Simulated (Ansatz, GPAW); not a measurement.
Given: the input of a run of Ansatz 0.2.0 on Sr (Strontium). 

input.yaml

```yaml
crystal:
  lattice:
    - [0.0, 3.04235, 3.04235]
    - [3.04235, 0.0, 3.04235]
    - [3.04235, 3.04235, 0.0]
  atoms:
    - { symbol: Sr, position: [0.0, 0.0, 0.0] }
hamiltonian:
  xc: pbesol
  pseudopotentials: { kind: paw }
kpoints:
  mp_grid: { grid: [8, 8, 8] }
scf:
  occupations: { method: gaussian, width: 0.05 }
output:
  forces: true
  stress: true
  eigenvalues: true
  write_density: true
  write_potential: true
  elf: true
  volumetric_format: npy
```

Potentials or basis: Ansatz PAW.

Command:

```sh
$ ansatz run input.yaml --threads 1 --pin off --max-ram 3584MiB --backend cpu --events-out ev --progress --plain --runs-dir out
```

Q: Set up the same calculation for GPAW 26.7.0 (ASE script). Potentials or basis there: PAW data sets generated for this functional, cutoff 600 eV.

A: As run (cutoffs and basis follow the program's own potentials, and thresholds, step limits or extra output files can differ):

File run.py:

```python
from ase import Atoms
from ase.dft.bandgap import bandgap
from ase.io import write
from ase.units import Bohr, GPa
from gpaw import GPAW, PW, setup_paths
from gpaw.elf import elf_from_dft_calculation

setup_paths.insert(0, '.')

atoms = Atoms(['Sr'],
              cell=[[0.0, 3.04235, 3.04235],
                    [3.04235, 0.0, 3.04235],
                    [3.04235, 3.04235, 0.0]],
              scaled_positions=[[0.0, 0.0, 0.0]],
              pbc=True)

calc = GPAW(mode=PW(600),
            xc='PBEsol',
            kpts={'size': (8, 8, 8), 'gamma': True},
            occupations={'name': 'methfessel-paxton', 'order': 0, 'width': 0.05},
            nbands=12,
            convergence={'density': 1e-05, 'energy': 1e-05},
            maxiter=150,
            txt='gpaw.txt')
atoms.calc = calc
energy = atoms.get_potential_energy()
forces = atoms.get_forces()
stress = atoms.get_stress()
calc.write('gs.gpw')
write('result.traj', atoms)
print(f'Energy: {energy:.6f} eV')
print('Forces (eV/A):')
print(forces.round(4))
print('Stress (GPa):', (stress / GPa).round(3))
print('Fermi level:', round(calc.get_fermi_level(), 4), 'eV')
print(f'Gap: {bandgap(calc)[0]:.4f} eV, direct: {bandgap(calc, direct=True)[0]:.4f} eV')

# fields on the real-space grid
write('density.cube', atoms, data=calc.get_pseudo_density() * Bohr**3)
write('potential.cube', atoms, data=calc.get_electrostatic_potential())
write('elf.cube', atoms, data=elf_from_dft_calculation(calc).data)
```

Potentials or basis: PAW data sets generated in the run's folder for this functional, pw.

Command:

```bash
$ gpaw-setup -f PBEsol Sr
$ OMP_NUM_THREADS=1 python run.py
```

Both were run:

|  | Ansatz | GPAW |
| --- | --- | --- |
| Pressure | -0.9 GPa | -0.9 GPa |

Ansatz's pressure holds a Pulay term of +0.00 GPa for its cutoff of 420 eV, which the other run lacks.

Ansatz's potentials were made for PBE.

Where Ansatz's input types no cutoff or centring, it takes its own default and a Γ-centred mesh.

Pressure is positive in compression.
